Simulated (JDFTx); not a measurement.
Re:

```xyz
4
Lattice="2.7664 0.0000 0.0000 -1.3832 2.3958 0.0000 0.0000 0.0000 8.9388" Properties=species:S:1:pos:R:3 pbc="T T T"
Re    1.3832    0.7986    6.7041
Re    0.0000    0.0000    4.4694
Re    0.0000    1.5972    2.2347
Re    0.0000    0.0000    0.0000
```

Base run:

```yaml
Program: JDFTx 1.7.0 (patched build)
Functional: PBE
Potentials_or_basis: PseudoDojo-SR-PBE-0.5-standard with smoothed tails
Cutoff: 980 eV
Density_cutoff: 7837 eV
k_mesh: 9 × 9 × 2
Occupations: fermi-dirac, width 0.05 eV
Spin: no spin polarisation
Hubbard_terms: Re d U = 3 eV
```

Its results: band gap on the k mesh none (metal or under the smearing width); pressure -7.0 GPa.

Question: The run is repeated on the same cell with these changes: hubbard terms from Re d U = 3 eV to none; hubbard projectors from atomic pseudo-orbitals, not orthogonalised to none. What comes out?

Answer: Band gap on the k mesh none (metal or under the smearing width); pressure 3.5 GPa.

Caveats: U without spin polarisation on a metal has little footing (some runs); the U is typed as a test and isn't derived for this compound (some runs).

Not every run made on this cell is shown here.
